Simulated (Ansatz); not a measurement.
Au in Ansatz: the effect of functional

Au:

```
Au
1.0
     2.74841    0.00000    0.00000
     0.00000    2.74841    0.00000
     0.00000    0.00000    2.74841
Au
1
Direct
  0.50000 0.50000 0.50000
```

The cell was built by a generator and needn't be a form met in nature.

Alike in all runs:

- Program: Ansatz 0.2.0
- Task: band structure
- Potentials or basis: Ansatz PAW
- k mesh: 10 × 10 × 10
- Occupations: fermi-dirac, width 0.05 eV
- Spin: no spin polarisation

| functional | cutoff | pressure (GPa) |
| --- | --- | --- |
| LDA | 420 eV (not typed: the program's choice for these potentials) | ? |
| PBE | 420 eV (not typed: the program's choice for these potentials) | 0.2 |
| PBEsol | 420 eV (not typed: the program's choice for these potentials) | -6.3 |
| RPBE | 420 eV (not typed: the program's choice for these potentials) | 3.6 |
| revPBE | 420 eV (not typed: the program's choice for these potentials) | 2.6 |
| BLYP | 420 eV (not typed: the program's choice for these potentials) | 7.6 |
| r2SCAN | 500 eV (not typed: the program's choice for these potentials) | -3.3 |

Q: What does the run with functional LDA give?

A: Pressure -10.0 GPa.

Caveats: the PAW data sets come from PBE, with cores solved anew for the run's functional, which leaves a small shift of forces and pressure (some runs).
